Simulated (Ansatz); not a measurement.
A relaxed cell of Te2Mo is given with its symmetry left out. It was relaxed at this level from a Materials Project cell.

The calculation used Ansatz, DFT PBE, scalar-relativistic, plane waves, PAW. Cutoff 420 eV, Γ-centred mesh, Gaussian smearing, no spin polarisation.

```
Te Mo
1.0
     3.55497    0.00000    0.00000
    -1.77748    3.07869    0.00000
     0.00000    0.00000   17.51816
Te Mo
2 1
Direct
  0.33333 0.66667 0.89679
  0.33333 0.66667 0.10321
  0.00000 0.00000 0.00000
```

Energies over the elements count from the elements' standard structures at the same level, with no fitted energy shifts.

Task: Find its symmetry and describe it.

Result: P-6m2 (No. 187). Conventional cell: a = 3.555 Å, c = 17.518 Å. Te is surrounded by 3 Mo at 2.74 Å; around Mo lie 6 Te at 2.74 Å.

Task: What is its formation energy per atom?

Result: −0.263 eV/atom. A negative formation energy is needed for stability but isn't enough: competing phases decide.

Task: Is it a metal?

Result: No, the gap on the 12×12×2 mesh is 1.08 eV.

The last run used a 12×12×2 mesh (in the run's order of axes) for its 3-atom cell and Gaussian smearing of 0.02 eV. Weakly bound directions are ill-defined at this level, which has no dispersion term. These runs have no spin–orbit coupling, which can matter for Te. Kohn–Sham gaps at this level usually fall short of measured ones. The missing spin–orbit coupling can work the other way here. The reference form of Te is held partly by dispersion forces, which this level lacks. A structure relaxed within its symmetry needn't be a true minimum.
